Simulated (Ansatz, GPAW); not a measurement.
Given: the input of a run of Ansatz 0.2.0 on Nb. This isn't the form of Nb at room conditions, which is bcc.

input.yaml

```yaml
crystal:
  lattice:
    - [2.71964, 0.0, 0.0]
    - [0.0, 2.71964, 0.0]
    - [0.0, 0.0, 2.71964]
  atoms:
    - { symbol: Nb, position: [0.5, 0.5, 0.5] }
hamiltonian:
  xc: pbe
  pseudopotentials: { kind: paw, azcp: { folder: soft_1 } }
kpoints:
  mp_grid: { grid: [10, 10, 10] }
scf:
  occupations: { method: fermi_dirac, width: 0.05 }
output:
  forces: true
  stress: true
  eigenvalues: true
```

Potentials or basis: Ansatz PAW soft_1.

Run with:

```sh
$ ansatz run input.yaml --threads 1 --pin off --max-ram 3584MiB --backend cpu --events-out ev --progress --plain --runs-dir out
```

Problem. Set up the same calculation for GPAW 26.7.0 (ASE script). Potentials or basis there: GPAW PAW data sets (gpaw-data 1.2.1), cutoff 600 eV.

Solution. As run (cutoffs and basis follow the program's own potentials, and thresholds, step limits or extra output files can differ):

Contents of run.py:

```python
from ase import Atoms
from ase.dft.bandgap import bandgap
from ase.io import write
from ase.units import GPa
from gpaw import GPAW, PW

atoms = Atoms(['Nb'],
              cell=[[2.71964, 0.0, 0.0],
                    [0.0, 2.71964, 0.0],
                    [0.0, 0.0, 2.71964]],
              scaled_positions=[[0.5, 0.5, 0.5]],
              pbc=True)

calc = GPAW(mode=PW(600),
            xc='PBE',
            kpts={'size': (10, 10, 10), 'gamma': True},
            occupations={'name': 'fermi-dirac', 'width': 0.05},
            nbands=15,
            convergence={'density': 1e-05, 'energy': 1e-05},
            maxiter=150,
            txt='gpaw.txt')
atoms.calc = calc
energy = atoms.get_potential_energy()
forces = atoms.get_forces()
stress = atoms.get_stress()
calc.write('gs.gpw')
write('result.traj', atoms)
print(f'Energy: {energy:.6f} eV')
print('Forces (eV/A):')
print(forces.round(4))
print('Stress (GPa):', (stress / GPa).round(3))
print('Fermi level:', round(calc.get_fermi_level(), 4), 'eV')
print(f'Gap: {bandgap(calc)[0]:.4f} eV, direct: {bandgap(calc, direct=True)[0]:.4f} eV')
```

Potentials or basis: GPAW PAW data sets (gpaw-data 1.2.1), pw.

Launch:

```sh
$ OMP_NUM_THREADS=1 python run.py
```

Both were run:

|  | Ansatz | GPAW |
| --- | --- | --- |
| Pressure | 0.5 GPa | -0.1 GPa |

Ansatz's pressure holds a Pulay term of +0.02 GPa for its cutoff of 420 eV, which the other run lacks.

Where Ansatz's input types no cutoff or centring, it takes its own default and a Γ-centred mesh.

Pressure is positive in compression.
